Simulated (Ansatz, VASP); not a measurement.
**CdTe: VASP beside Ansatz**

```
Te Cd
1.0
     0.00000    3.20500    3.20500
     3.20500    0.00000    3.20500
     3.20500    3.20500    0.00000
Te Cd
1 1
Cartesian
  4.8075 4.8075 4.8075
  0.0000 0.0000 0.0000
```

Alike in both runs: task single point; functional PBE; k mesh 7 × 7 × 7; occupations fermi-dirac, width 0.05 eV; no spin polarisation.

|  | VASP | Ansatz |
| --- | --- | --- |
| version | VASP 6.6.1 | Ansatz 0.2.0 |
| potentials or method | VASP PAW PBE potentials, release 64 (Te, Cd), cutoff 520 eV | all-electron LAPW, scalar-relativistic |

|  | VASP | Ansatz | Ansatz less VASP |
| --- | --- | --- | --- |
| gap on the k mesh at the Fermi level (eV) | 0.87 | 0.87 | -0.001 |
| least direct gap on the mesh (eV) | 0.87 | 0.87 | -0.001 |
| pressure (GPa) | 4.4 | 4.3 | -0.14 |

Ansatz ran all-electron here, so the differences hold the error of VASP's frozen core and of both bases.

Caveats: spin-orbit coupling is left out, which moves the levels of the heavy elements.
